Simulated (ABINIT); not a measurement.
Here is an ABINIT 10.8.3 (patched build) calculation.

run.abi

```
ndtset 2

pp_dirpath "./"
pseudos "K.GGA_PBE-ansatz.xml"

acell 3*1.0 Angstrom
rprim
    -2.6975585167     2.6975585167     2.6975585167
     2.6975585167    -2.6975585167     2.6975585167
     2.6975585167     2.6975585167    -2.6975585167
ntypat 1
znucl 19
natom 1
typat 1
xred
     0.0000000000     0.0000000000     0.0000000000

ecut 18.0
pawecutdg 36.0

ixc -497498
usekden 1
pawxcdev 0

occopt 3
tsmear 0.05 eV

nstep 100

iomode 3
prtwf 0
prteig 0
prtebands 0
enunit 1
prtden1 1
prtkden1 1
prtvha1 1
prtvclmb1 1
prtpot1 1

kptopt1 1
ngkpt1 7 7 7
nshiftk1 1
shiftk1 0.0 0.0 0.0
nband1 9
tolvrs1 1.0e-7

iscf2 -2
getden2 1
getkden2 1
nband2 15
nbdbuf2 4
tolwfr2 1.0e-11
kptopt2 -5
ndivsm2 8
prteig2 1
prtvol2 -3
kptbounds2
     0.0000000000     0.0000000000     0.0000000000
     0.5000000000    -0.5000000000     0.5000000000
     0.0000000000     0.0000000000     0.5000000000
     0.0000000000     0.0000000000     0.0000000000
     0.2500000000     0.2500000000     0.2500000000
     0.5000000000    -0.5000000000     0.5000000000
```

Potentials or basis: Ansatz PAW PBE default generated set, frozen core.

Command:

```bash
$ mpirun --bind-to none -np 4 abinit run.abi > log 2>&1
```

**Question.** What does it give for the band gap on the k mesh?

**Answer.** None (metal or under the smearing width).

**Question.** What does it give for the pressure?

**Answer.** -0.1 GPa.

Levels at the corners of the path, in eV from the Fermi level:
| point | band 1 | band 2 | band 3 | band 4 | band 5 | band 6 | band 7 | band 8 |
| --- | --- | --- | --- | --- | --- | --- | --- | --- |
| Γ | -33.62 | -16.30 | -16.30 | -16.30 | -2.19 | 4.69 | 4.69 | 4.69 |
| H | -33.61 | -16.34 | -16.34 | -16.34 | 1.83 | 1.83 | 3.60 | 3.60 |
| N | -33.62 | -16.35 | -16.32 | -16.30 | 0.58 | 0.62 | 3.48 | 5.29 |
| Γ | -33.62 | -16.30 | -16.30 | -16.30 | -2.19 | 4.69 | 4.69 | 4.69 |
| P | -33.62 | -16.32 | -16.32 | -16.32 | 1.53 | 1.53 | 1.53 | 3.45 |
| H | -33.61 | -16.34 | -16.34 | -16.34 | 1.83 | 1.83 | 3.60 | 3.60 |

Caveat: the PAW data sets were made with another functional, which shifts forces and pressure a little.
